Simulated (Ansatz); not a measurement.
We consider rock-salt NaBr, described by G0W0@PBE in Ansatz (plane waves, hard PAW, contour deformation).

The same calculation (at the measured cell, 26.648 Å³/atom) with different numerical settings; throughout: k mesh 2×2×2:

```tsv
run	response cutoff (eV)	empty bands	quasiparticle gap on the mesh (eV)	quasiparticle gap at Γ (eV)	rough time
1	100	222	6.177	6.177	10 core-s
2	150	408	6.298	6.298	20 core-s
3	200	629	6.344	6.344	30 core-s
4	250	879	6.372	6.372	90 core-s
5	300	1155	[?]	[?]	2 core-min
```

Question: Complete the blanks.

Answer: 
- 5, quasiparticle gap on the mesh (eV): 6.386
- 5, quasiparticle gap at Γ (eV): 6.386

In the column quasiparticle gap on the mesh (eV) the first row differs from the last by -0.209 and the next to last by -0.014.

The last row is no converged limit: other settings stay fixed.

Spin–orbit coupling is not included.

Ansatz is a first-principles code.
